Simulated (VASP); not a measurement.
# Sn2Ge (F-43m) in VASP: relaxation of cell and atoms with PBE

Aim: the relaxation of cell and atoms of Sn2Ge with PBE.

Program: VASP 6.6.1. These are calculated values, not measurements. Logs are shortened: lines on timing, memory, paths and dates and some standing lists are left out, and cuts for length are marked.

## Step 1: Starting point

The structure is cubic, space group F-43m (No. 216). The conventional cell has a = 9.022 Å, b = 9.022 Å, c = 9.022 Å, α = 90.00°, β = 90.00°, γ = 90.00°. Sn (site symmetry 3m) is surrounded by 1 Ge at 2.01 Å. Ge (site symmetry -43m) has 4 Sn at 2.01 Å as nearest neighbours. Ge (site symmetry -43m) has 12 Sn at 3.73 Å as nearest neighbours.

The cell was built by a generator and needn't be a form met in nature.

## Step 2: Relaxation of cell and atoms, PBE

Contents of INCAR:

```
PREC = Normal
ENCUT = 520
EDIFF = 1E-4
ISMEAR = 0
SIGMA = 0.15
LREAL = F
LASPH = T
NELM = 60
ALGO = Fast
ISIF = 3
LWAVE = F
LCHARG = F
GGA = PE
IBRION = 2
NSW = 24
EDIFFG = -0.08
```

Contents of KPOINTS:

```
Automatic mesh
0
Gamma
  4 4 4
```

Contents of POSCAR:

```
Sn2Ge
1.0
    0.0000000000      4.5109784300      4.5109784300
    4.5109784300      0.0000000000      4.5109784300
    4.5109784300      4.5109784300      0.0000000000
Sn Ge
4 2
Direct
    0.6287461200      0.1137616400      0.6287461200
    0.6287461200      0.6287461200      0.6287461200
    0.1137616400      0.6287461200      0.6287461200
    0.6287461200      0.6287461200      0.1137616400
    0.5000000000      0.5000000000      0.5000000000
    0.0000000000      0.0000000000      0.0000000000
```

Potentials or basis: VASP PAW PBE potentials, release 64 (Sn_d, Ge_d).

Launch:

```console
> cat potpaw_PBE.64/Sn_d/POTCAR potpaw_PBE.64/Ge_d/POTCAR > POTCAR
> mpirun -np 1 vasp_std > vasp.out
```

OUTCAR:

```text
PREC = Normal
   ENCUT = 520
   EDIFF = 1E-4
   ISMEAR = 0
   LREAL = F
   LASPH = T
   NELM = 60
   ISIF = 3
   GGA = PE
   IBRION = 2
   NSW = 24
   EDIFFG = -0.08

 ion  position               nearest neighbor table
   1  0.629  0.114  0.629-   5 2.01   3 3.09   4 3.09   2 3.09   2 3.29   4 3.29   3 3.29
   2  0.629  0.629  0.629-   5 2.01   3 3.09   4 3.09   1 3.09   4 3.29   1 3.29   3 3.29
   3  0.114  0.629  0.629-   5 2.01   2 3.09   4 3.09   1 3.09   4 3.29   1 3.29   2 3.29
   4  0.629  0.629  0.114-   5 2.01   2 3.09   3 3.09   1 3.09   2 3.29   1 3.29   3 3.29
   5  0.500  0.500  0.500-   1 2.01   3 2.01   4 2.01   2 2.01
   6  0.000  0.000  0.000-

  LATTYP: Found a face centered cubic cell.
 ALAT       =     9.0219568600

  Lattice vectors:

 A1 = (   0.0000000000,   4.5109784300,   4.5109784300)
 A2 = (   4.5109784300,   0.0000000000,   4.5109784300)
 A3 = (   4.5109784300,   4.5109784300,   0.0000000000)

Analysis of symmetry for initial positions (statically):
=====================================================================
 Subroutine PRICEL returns:
 Original cell was already a primitive cell.

 Routine SETGRP: Setting up the symmetry group for a
 face centered cubic supercell.

 Subroutine GETGRP returns: Found 24 space group operations
 (whereof 24 operations were pure point group operations)
 out of a pool of 48 trial point group operations.

The static configuration has the point symmetry T_d .

Analysis of symmetry for dynamics (positions and initial velocities):
=====================================================================
 Subroutine PRICEL returns:
 Original cell was already a primitive cell.

 Routine SETGRP: Setting up the symmetry group for a
 face centered cubic supercell.

 Subroutine GETGRP returns: Found 24 space group operations
 (whereof 24 operations were pure point group operations)
 out of a pool of 48 trial point group operations.

The dynamic configuration has the point symmetry T_d .

 Subroutine INISYM returns: Found 24 space group operations
 (whereof 24 operations are pure point group operations),
 and found     1 'primitive' translations

----------------------------------------------------------------------------------------

                                     Primitive cell

  volume of cell :     183.5871

  direct lattice vectors                    reciprocal lattice vectors
     0.000000000  4.510978430  4.510978430    -0.110840698  0.110840698  0.110840698
     4.510978430  0.000000000  4.510978430     0.110840698 -0.110840698  0.110840698
     4.510978430  4.510978430  0.000000000     0.110840698  0.110840698 -0.110840698

  length of vectors
     6.379486875  6.379486875  6.379486875     0.191981721  0.191981721  0.191981721

  position of ions in fractional coordinates (direct lattice)
     0.628746120  0.113761640  0.628746120
     0.628746120  0.628746120  0.628746120
     0.113761640  0.628746120  0.628746120
     0.628746120  0.628746120  0.113761640
     0.500000000  0.500000000  0.500000000
     0.000000000  0.000000000  0.000000000

  ion indices of the primitive-cell ions
   primitive index   ion index
                 1           1
                 2           2
                 3           3
                 4           4
                 5           5
                 6           6

----------------------------------------------------------------------------------------

 KPOINTS: Automatic mesh

Automatic generation of k-mesh.
 Grid dimensions read from file:
 generate k-points for:    4    4    4

 Generating k-lattice:

  Cartesian coordinates                     Fractional coordinates (reciprocal lattice)
    -0.027710175  0.027710175  0.027710175     0.250000000  0.000000000  0.000000000
     0.027710175 -0.027710175  0.027710175     0.000000000  0.250000000  0.000000000
     0.027710175  0.027710175 -0.027710175     0.000000000  0.000000000  0.250000000

  Length of vectors
     0.047995430  0.047995430  0.047995430

  Shift w.r.t. Gamma in fractional coordinates (k-lattice)
     0.000000000  0.000000000  0.000000000

 Subroutine IBZKPT returns following result:
 ===========================================

 Found      8 irreducible k-points:

 Following reciprocal coordinates:
            Coordinates               Weight
  0.000000  0.000000  0.000000      1.000000
  0.250000  0.000000  0.000000      8.000000
  0.500000  0.000000  0.000000      4.000000
  0.250000  0.250000  0.000000      6.000000
  0.500000  0.250000  0.000000     24.000000
 -0.250000  0.250000  0.000000     12.000000
  0.500000  0.500000  0.000000      3.000000
 -0.250000  0.500000  0.250000      6.000000
   k-points           NKPTS =      8   k-points in BZ     NKDIM =      8   number of bands    NBANDS=     50
   number of dos      NEDOS =    301   number of ions     NIONS =      6
   total plane-waves  NPLWV =  46656
   dimension x,y,z NGX =    36 NGY =   36 NGZ =   36
   dimension x,y,z NGXF=    72 NGYF=   72 NGZF=   72
   ions per type =               4   2
   NGX,Y,Z   is equivalent  to a cutoff of   9.38,  9.38,  9.38 a.u.
   NGXF,Y,Z  is equivalent  to a cutoff of  18.76, 18.76, 18.76 a.u.
 SYSTEM =  unknown system
   PREC   = normal    normal or accurate (medium, high low for compatibility)
   ISTART =      0    job   : 0-new  1-cont  2-samecut
   ICHARG =      2    charge: 1-file 2-atom 10-const
   ISPIN  =      1    spin polarized calculation?
   LNONCOLLINEAR =      F non collinear calculations
   LSORBIT =      F    spin-orbit coupling
   LASPH  =      T    aspherical Exc in radial PAW
   ENCUT  =  520.0 eV  38.22 Ry    6.18 a.u.  11.86 11.86 11.86*2*pi/ulx,y,z
   NELM   =     60;   NELMIN=  2; NELMDL= -5     # of ELM steps
   EDIFF  = 0.1E-03   stopping-criterion for ELM
   LREAL  =      F    real-space projection
   EDIFFG = -.8E-01   stopping-criterion for IOM
   NSW    =     24    number of steps for IOM
   IBRION =      2    ionic relax: 0-MD 1-quasi-New 2-CG
   NFREE  =      1    steps in history (QN), initial steepest desc. (CG)
   ISIF   =      3    stress and relaxation
   ISYM   =      2    0-nonsym 1-usesym 2-fastsym
   POTIM  = 0.5000    time-step for ionic-motion
   TEBEG  =    0.0;   TEEND  =   0.0 temperature during run
   PSTRESS=    0.0 pullay stress
   NELECT =      84.0000    total number of electrons
   NUPDOWN=      -1.0000    fix difference up-down
   EMIN   =  10.00;   EMAX   =-10.00  energy-range for DOS
   EFERMI =   0.00;   METHOD = LEGACY
   ISMEAR =     0;   SIGMA  =   0.15  broadening in eV -4-tet -1-fermi 0-gaus
   EFERMI_NEDOS =   21; number of points for ismear=-14 and -15
   IALGO  =     68    algorithm
   IMIX   =      4    mixing-type and parameters
     AMIX     =   0.40;   BMIX     =  1.00
     AMIX_MAG =   1.60;   BMIX_MAG =  1.00
  volume/ion in A,a.u.               =      30.60       206.48
  Fermi-wavevector in a.u.,A,eV,Ry     =   1.261500  2.383889 21.652062  1.591382
  Thomas-Fermi vector in A             =   2.394956
   LORBIT       =      0    0 simple, 1 ext, 2 COOP (PROOUT), +10 PAW based schemes
   GGA     = PE    functional components
   LHFCALC =     F    Hartree Fock is set to
   AEXX    =    0.0000 exact exchange contribution
   IVDW    =     0    specifies the selected vdW correction
   LEPSILON=     F    determine dielectric tensor
   LRPA    =     F    only Hartree local field effects (RPA)
 conjugate gradient relaxation of ions
 non-spin polarized calculation
 RMM-DIIS sequential band-by-band and
 Gauss-broadening in eV      SIGMA  =   0.15
  energy-cutoff  :      520.00
  volume of cell :      183.59
 maximum number of plane-waves:      4988
   NGX = 23   NGY = 23   NGZ = 23

--------------------------------------- Ionic step        1  -------------------------------------------

 number of electron      83.9999845 magnetization

 Free energy of the ion-electron system (eV)
  ---------------------------------------------------
  ext. energy  EPLUGINS =         0.00000000
  ---------------------------------------------------
  free energy    TOTEN  =        -7.54999718 eV

  energy without entropy =       -7.50995162  energy(sigma->0) =       -7.52997440

 E-fermi :   5.3282     XC(G=0):  -9.0058

 val. band max:        5.3033494606   @ k =   0.5000   0.5000   0.0000
 cond. band min:       5.3506961508   @ k =  -0.2500   0.5000   0.2500
 fundamental gap:      0.0473466902
 Fermi energy:         5.3281796843

 k-point     1 :       0.0000    0.0000    0.0000
  band No.  band energies     occupation
      1     -21.7510      2.00000
      2     -21.7510      2.00000
      3     -21.7510      2.00000
      4     -21.5120      2.00000
      5     -21.5120      2.00000
      6     -19.5122      2.00000
[... 452 lines left out ...]
--------------------------------------- Ionic step        2  -------------------------------------------

 number of electron      84.0000136 magnetization

 E-fermi :  -0.1640     XC(G=0):  -5.5741

 val. band max:       -0.1761079700   @ k =   0.5000   0.0000   0.0000
 cond. band min:      -0.1205105919   @ k =   0.5000   0.0000   0.0000
 fundamental gap:      0.0555973781
 Fermi energy:        -0.1640094285

 k-point     1 :       0.0000    0.0000    0.0000
  band No.  band energies     occupation
      1     -25.8697      2.00000
      2     -25.8697      2.00000
      3     -25.8697      2.00000
      4     -25.8688      2.00000
      5     -25.8688      2.00000
      6     -25.7267      2.00000
[... 413 lines left out ...]
     49      70.3641      0.00000
     50      79.8393      0.00000

------------------------ aborting loop EDIFF was not reached (unconverged)  ----------------------------

  FORCE on cell =-STRESS in cart. coord.  units (eV):
  Direction    XX          YY          ZZ          XY          YZ          ZX
  --------------------------------------------------------------------------------------
  -------------------------------------------------------------------------------------
  Total        8.8594016      8.8594016      8.8594016      0.0000000     -0.0000000     -0.0000000
  in kB       33.6685184     33.6685184     33.6685184      0.0000000     -0.0000000     -0.0000000
  external PRESSURE =      33.6685184 kB  Pullay stress =       0.0000000 kB
[... 27 lines left out ...]
--------------------------------------- Ionic step        3  -------------------------------------------

 number of electron      84.0000251 magnetization

------------------------ aborting loop EDIFF was not reached (unconverged)  ----------------------------

  FORCE on cell =-STRESS in cart. coord.  units (eV):
  Direction    XX          YY          ZZ          XY          YZ          ZX
  --------------------------------------------------------------------------------------
  -------------------------------------------------------------------------------------
  Total      -52.2015936    -52.2015936    -52.2015936      0.0000000     -0.0000000      0.0000000
  in kB     -314.3747218   -314.3747218   -314.3747218      0.0000000     -0.0000000      0.0000000
  external PRESSURE =    -314.3747218 kB  Pullay stress =       0.0000000 kB
[... 27 lines left out ...]
--------------------------------------- Ionic step        4  -------------------------------------------

 number of electron      83.9999800 magnetization

------------------------ aborting loop EDIFF was not reached (unconverged)  ----------------------------

  FORCE on cell =-STRESS in cart. coord.  units (eV):
  Direction    XX          YY          ZZ          XY          YZ          ZX
  --------------------------------------------------------------------------------------
  -------------------------------------------------------------------------------------
  Total        7.7659148      7.7659148      7.7659148      0.0000000      0.0000000     -0.0000000
  in kB       54.2827751     54.2827751     54.2827751      0.0000000      0.0000000     -0.0000000
  external PRESSURE =      54.2827751 kB  Pullay stress =       0.0000000 kB
[... 187 lines left out ...]
--------------------------------------- Ionic step        9  -------------------------------------------

 number of electron      84.0000002 magnetization

 Free energy of the ion-electron system (eV)
  ---------------------------------------------------
  ext. energy  EPLUGINS =         0.00000000
  ---------------------------------------------------
  free energy    TOTEN  =       -19.03339719 eV

  energy without entropy =      -18.99965858  energy(sigma->0) =      -19.01652788

 E-fermi :   2.3399     XC(G=0):  -7.4475

 val. band max:        2.2809948660   @ k =   0.5000   0.0000   0.0000
 cond. band min:       2.4359569498   @ k =   0.0000   0.0000   0.0000
 fundamental gap:      0.1549620839
 Fermi energy:         2.3399132763

 k-point     1 :       0.0000    0.0000    0.0000
  band No.  band energies     occupation
      1     -22.9986      2.00000
      2     -22.9986      2.00000
      3     -22.9986      2.00000
      4     -22.9984      2.00000
      5     -22.9984      2.00000
      6     -22.4698      2.00000
[... 446 lines left out ...]
  FREE ENERGIE OF THE ION-ELECTRON SYSTEM (eV)
  ---------------------------------------------------
  free  energy   TOTEN  =       -19.0333971866 eV

  energy  without entropy=      -18.9996585798  energy(sigma->0) =      -19.01652788

 reached required accuracy - stopping structural energy minimisation
```

Wall time 17 min (1 thread of Intel Xeon Platinum 8259CL at 2.50GHz (Skylake/Cascade Lake), shared host); peak memory 0.26 GiB.

Results:

```
Free energy                            : -19.0334 eV
Relaxed volume                         : 44.43 Å³/atom
Relaxed cell                           : a = 7.224 Å, b = 7.224 Å, c = 7.224 Å, α = 60.00°, β = 60.00°, γ = 60.00°
Space group after relaxing (to 0.05 Å) : F-43m (No. 216)
Energy gained by relaxing              : 1913.9 meV/atom
Ionic steps                            : 9
Pressure after relaxing                : 0.0 GPa
Largest force after relaxing           : 0.033 eV/Å
Band gap on the k mesh                 : none (metal or under the smearing width)
```

Forces in eV/Å, atoms in the order of the input:
```
Sn  -0.019  0.019 -0.019
Sn   0.019  0.019  0.019
Sn   0.019 -0.019 -0.019
Sn  -0.019 -0.019  0.019
Ge   0.000  0.000  0.000
Ge   0.000  0.000  0.000
```

The path:
| step | energy change (eV) | largest force (eV/Å) | pressure (GPa) | volume (Å³) |
| --- | --- | --- | --- | --- |
| 1 | 0.0000 | 14.8979 | 34.66 | 183.59 |
| 2 | -3.7509 | 9.3571 | 3.37 | 421.59 |
| 3 | 45.4172 | 2.6897 | -31.44 | 266.04 |
| 4 | 4.9742 | 0.5143 | 5.43 | 229.21 |
| 5 | -10.4567 | 0.7829 | 5.04 | 232.51 |
| 6 | -10.8141 | 1.7616 | 2.63 | 244.76 |
| 7 | -11.1154 | 1.5266 | 3.31 | 242.23 |
| 8 | -11.4781 | 0.1774 | -0.26 | 270.00 |
| 9 | -11.4834 | 0.0325 | 0.05 | 266.57 |

Final structure:
```
CELL_PARAMETERS angstrom
0.00000 5.10814 5.10814
5.10814 0.00000 5.10814
5.10814 5.10814 0.00000
ATOMIC_POSITIONS crystal
Sn 0.64693 0.05922 0.64693
Sn 0.64693 0.64693 0.64693
Sn 0.05922 0.64693 0.64693
Sn 0.64693 0.64693 0.05922
Ge 0.50000 0.50000 0.50000
Ge 0.00000 0.00000 0.00000
```

Caveat: the volume moved by over 15 % at a fixed basis, so the end points are rough; the relaxation stopped at a loose force limit of 0.08 eV/Å, so its end isn't a converged minimum.
